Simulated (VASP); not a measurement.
# SnSe: convergence, band structure

SnSe, Pnma (no. 62), 8 atoms in the cell. LDA, spin-orbit coupling; PAW potentials Sn_d, Se (LDA set). VASP 6.6.1.

Wanted: band energies at the path's corners within 0.006 eV; smallest gap over path and mesh within 0.003 eV.

What the run is for: bands; Accuracy asked: tight; Route: fixed density (ICHARG 11).

Band energies at the path's corners: counted from the valence top.

POSCAR:
```
SnSe
1.0
   11.4200000000      0.0000000000      0.0000000000
    0.0000000000      4.1900000000      0.0000000000
    0.0000000000      0.0000000000      4.4600000000
Sn Se
4 4
Direct
    0.8770000000      0.7500000000      0.9090000000
    0.6230000000      0.2500000000      0.4090000000
    0.3770000000      0.7500000000      0.5910000000
    0.1230000000      0.2500000000      0.0910000000
    0.6430000000      0.7500000000      0.9840000000
    0.8570000000      0.2500000000      0.4840000000
    0.1430000000      0.7500000000      0.5160000000
    0.3570000000      0.2500000000      0.0160000000
```

The series start from Plane-wave cutoff (eV): 280; k-point mesh: 2 × 4 × 4; k points a path segment: 12; Electronic threshold (eV): 1e-6; Precision mode (PREC): Accurate; Bands in all (NBANDS): 116. Each series keeps the choices made before it, and each single choice may use up half of a tolerance. Times cover all steps of a run.

## Plane-wave cutoff (eV)

| Plane-wave cutoff (eV) | Band energies at the path's corners, largest deviation (eV) | Smallest gap over path and mesh (eV) | Time (s) |
|---|---|---|---|
| 190 | 0.0114 | 0.4503 | 145 |
| 240 | 0.0012 | 0.4529 | 253 |
| 280 | 0.0007 | 0.4536 | 363 |
| 310 | 0.0005 | 0.4538 | 598 |
| 380 | 0.0001 | 0.4539 | 745 |
| 480 (reference) | 0.0000 | 0.4540 | 618 |

## k-point mesh

| k-point mesh | Band energies at the path's corners, largest deviation (eV) | Smallest gap over path and mesh (eV) | Time (s) |
|---|---|---|---|
| 1 × 2 × 2 | 0.0381 | 0.4075 | 189 |
| 1 × 3 × 3 | 0.0330 | 0.4173 | 153 |
| 2 × 4 × 3 | 0.0141 | 0.4324 | 192 |
| 2 × 4 × 4 | 0.0206 | 0.4529 | 253 |
| 2 × 5 × 5 | 0.0117 | 0.4480 | 196 |
| 3 × 7 × 6 (reference) | 0.0000 | 0.4380 | 206 |

## Electronic threshold (eV)

| Electronic threshold (eV) | Band energies at the path's corners, largest deviation (eV) | Smallest gap over path and mesh (eV) | Time (s) |
|---|---|---|---|
| 0.001 | 0.0033 | 0.4274 | 411 |
| 0.0001 | 0.0005 | 0.4297 | 436 |
| 1e-5 | 0.0001 | 0.4294 | 449 |
| 1e-6 | 0.0001 | 0.4295 | 483 |
| 1e-7 (reference) | 0.0000 | 0.4295 | 533 |

## Precision mode (PREC)

| Precision mode (PREC) | Band energies at the path's corners, largest deviation (eV) | Smallest gap over path and mesh (eV) | Time (s) |
|---|---|---|---|
| SingleN | 0.0005 | 0.4302 | 272 |
| Normal | 0.0001 | 0.4297 | 249 |
| Accurate (reference) | 0.0000 | 0.4297 | 436 |

## Question

The rows run from the loosest to the tightest. For each series: choose the loosest value from which every tighter one stays within half of the tolerance.

## Answer

- Plane-wave cutoff (eV): 240
- k-point mesh: 3 × 7 × 6, the tightest run, since the next looser one is off by more than half of the tolerance (convergence isn't shown beyond it)
- Electronic threshold (eV): 0.0001
- Precision mode (PREC): SingleN

Also changed on the way, by series that aren't shown: k points a path segment: 32.

## All choices together

| Input | Band energies at the path's corners, largest deviation (eV) | Smallest gap over path and mesh (eV) | Time (s) |
|---|---|---|---|
| the program's defaults (naive) | 0.0096 | 0.4293 | 170 |
| chosen settings | 0.0010 | 0.4302 | 272 |
| reference settings throughout | 0.0000 | 0.4304 | 1475 |

The chosen settings stay within the tolerance of the reference run, but the reference itself isn't shown to be converged in: k-point mesh, Bands in all (NBANDS).

## The input

INCAR.step1:
```
SYSTEM = SnSe
GGA = CA
LSORBIT = .TRUE.
MAGMOM = 0 0 0 0 0 0 0 0 0 0 0 0 0 0 0 0 0 0 0 0 0 0 0 0
LORBIT = 11
ISMEAR = 0
SIGMA = 0.03
LWAVE = .FALSE.
LCHARG = .TRUE.
NBANDS = 116
PREC = SingleN
LASPH = .TRUE.
LREAL = .FALSE.
ALGO = Normal
EDIFF = 1E-4
NELM = 200
GGA_COMPAT = .FALSE.
ENCUT = 240
EFERMI = MIDGAP
KPAR = 8
```

INCAR.step2, as INCAR.step1 but for:
```
- LCHARG = .TRUE.
+ LCHARG = .FALSE.
+ ICHARG = 11
```

KPOINTS.step1:
```
Automatic mesh
0
Gamma
  3 7 6
  0 0 0
```

KPOINTS.step2:
```
path GXSYGZURTZ,YT,UX,SR
32
line-mode
reciprocal
 0.0000000000  0.0000000000  0.0000000000  G
 0.0000000000  0.5000000000  0.0000000000  X

 0.0000000000  0.5000000000  0.0000000000  X
 0.0000000000  0.5000000000  0.5000000000  S

 0.0000000000  0.5000000000  0.5000000000  S
 0.0000000000  0.0000000000  0.5000000000  Y

 0.0000000000  0.0000000000  0.5000000000  Y
 0.0000000000  0.0000000000  0.0000000000  G

 0.0000000000  0.0000000000  0.0000000000  G
 0.5000000000  0.0000000000  0.0000000000  Z

 0.5000000000  0.0000000000  0.0000000000  Z
 0.5000000000  0.5000000000  0.0000000000  U

 0.5000000000  0.5000000000  0.0000000000  U
 0.5000000000  0.5000000000  0.5000000000  R

 0.5000000000  0.5000000000  0.5000000000  R
 0.5000000000  0.0000000000  0.5000000000  T

 0.5000000000  0.0000000000  0.5000000000  T
 0.5000000000  0.0000000000  0.0000000000  Z

 0.0000000000  0.0000000000  0.5000000000  Y
 0.5000000000  0.0000000000  0.5000000000  T

 0.5000000000  0.5000000000  0.0000000000  U
 0.0000000000  0.5000000000  0.0000000000  X

 0.0000000000  0.5000000000  0.5000000000  S
 0.5000000000  0.5000000000  0.5000000000  R
```

Commands (each step's output is kept before the next begins):
```
cat potpaw_LDA.64/Sn_d/POTCAR potpaw_LDA.64/Se/POTCAR > POTCAR
cp INCAR.step1 INCAR
cp KPOINTS.step1 KPOINTS
mpirun -np 8 vasp_ncl > vasp.out
cp INCAR.step2 INCAR
cp KPOINTS.step2 KPOINTS
mpirun -np 8 vasp_ncl > vasp.out
```

Limits: LDA gaps are mostly well below measured ones.

The chosen input took VASP 6.6.1 272 s on 8 cores (Intel Xeon Platinum 8488C (Sapphire Rapids)), a shared host.

## An input that fails: spin-orbit coupling in the collinear program

What the run shows: ERROR: Noncollinear calculations require that VASP is compiled without the flag -DNGXhalf and-DNGZhalf. You probably tried to run a noncollinear calculation (LNONCOLLINEAR=T) with the executable vasp_std. Use vasp_ncl ….

Changes against the starting input:
```
- NELM = 200
+ NELM = 59
- vasp_ncl
+ vasp_std
```
